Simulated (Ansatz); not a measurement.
**Pd, one cell by several methods**

```
Pd
1.0
     0.00000    1.94490    1.94490
     1.94490    0.00000    1.94490
     1.94490    1.94490    0.00000
Pd
1
Direct
  0.00000 0.00000 0.00000
```

Conventional cell: a = 3.890 Å, b = 3.890 Å, c = 3.890 Å, α = 90.00°, β = 90.00°, γ = 90.00°. Pd (atom 1) is surrounded by 12 Pd at 2.75 Å.

The cell comes from COD entry 9008478, which wasn't checked; take it as a given geometry.

Spin polarisation is left out, and whether a magnetic state lies lower isn't shown here.

Methods: DFT, PBE, PAW with Ansatz's default frozen-core files, scalar-relativistic (Ansatz 0.2.0); DFT, PBE, all-electron LAPW, scalar-relativistic (Ansatz 0.2.0).

For PAW: a Γ-centred 18×18×18 k mesh, Fermi–Dirac smearing of 0.05 eV, cutoff 420 eV, no spin polarisation. LAPW targets a basis error of 0.25 meV/atom. The Ansatz runs share mesh, smearing and spin set-up. Plane-wave (PAW) pressures include the program's estimate of the Pulay term.

Stress and pressure are positive in compression.

Levels count from the Fermi level.

| quantity | PAW | LAPW |
| --- | --- | --- |
| pressure (GPa) | ? | ? |
| highest filled level at K (eV) | -0.166 | -0.165 |
| lowest empty level at K (eV) | 7.128 | 7.122 |
| highest filled level at U (eV) | -0.166 | -0.165 |
| lowest empty level at U (eV) | 7.128 | 7.122 |
| highest filled level at Γ (eV) | -1.239 | -1.238 |
| lowest empty level at Γ (eV) | 17.017 | 17.008 |

(1) Fill in "LAPW" for the row "pressure (GPa)".

(2) Fill in "PAW" for the row "pressure (GPa)".

## Answers

(1) 7.51.

(2) 7.60.
